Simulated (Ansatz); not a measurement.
# SnO: ideal shear of a crystal plane

The calculation used DFT r2SCAN, scalar-relativistic, plane waves, PAW in Ansatz. The runs took a 500 eV cutoff, a Γ-centred 9×9×4 mesh and Gaussian smearing (0.03 eV). No spin polarisation. Energies are free energies at this smearing, counted from the undisturbed cell; pressure is positive in compression.

Zero of the scan (relaxed at this level):

```yaml
crystal:
  lattice:
    - [0.00000, 0.00000, -3.80668]
    - [-3.80930, 0.00000, 0.00000]
    - [0.00000, 9.87292, 0.00000]
  atoms:
    - { symbol: Sn, position: [0.62500, 0.00000, 0.86618] }
    - { symbol: Sn, position: [0.62500, 0.00000, 0.36618] }
    - { symbol: Sn, position: [0.12500, 0.50000, 0.13382] }
    - { symbol: Sn, position: [0.12500, 0.50000, 0.63382] }
    - { symbol: O, position: [0.12500, 0.00000, 0.24994] }
    - { symbol: O, position: [0.12500, 0.00000, 0.74994] }
    - { symbol: O, position: [0.62500, 0.50000, 0.75006] }
    - { symbol: O, position: [0.62500, 0.50000, 0.25006] }
```

The cut lies on the cell's a–b face, a (0 0 1) plane (indices in the standard cell, whose axes needn't be the Cartesian ones shown) of area 14.50 Å², between layers 2.64 Å apart. Vector c is tilted by f times 0·a + 1·b (length 3.809 Å) with the atoms' Cartesian places fixed: one unrelaxed fault a cell. The traction is dγ/du, the slope of γ against the slip u in Å. Some rows repeat others by symmetry and weren't run.

```
     f  γ (mJ/m²) traction (GPa)
0.0000          0             0.0
0.1000         41             2.2
0.2000        163             4.2
0.3000        354             5.7
0.4000        576             5.6
0.5000        724             0.0
0.6000        576            -5.6
0.7000        354            -5.7
0.8000        163            -4.2
0.9000         41            -2.2
```

**Question.** Read off the first barrier and the stress needed to climb it, and compare with Frenkel's sinusoid.

**Answer.** The first sampled maximum lies at f = 0.500, a slip of 1.90 Å, with γ ≈ 724 mJ/m², which stands in for the unstable fault energy γ_us, and the steepest sampled slope before it is 5.7 GPa. A sinusoid γ = γ_us sin²(πu/λ) with its maximum there has λ = 3.81 Å and a largest slope πγ_us/λ = 6.0 GPa (1 mJ/m² per Å = 0.01 GPa).

**Question.** Is there a metastable fault on this line?

**Answer.** Apart from points where γ returns to about zero, no local minimum shows among the samples, so at this sampling the line offers no fault for a dislocation to split on; a fault can still lie off the line.

The cut is rigid; relaxing the faces lowers these energies and usually the stresses.

Cost: 6 runs of about 2.4 core-minutes in all, on AMD EPYC 9R45 (Zen 5) (shared hosts).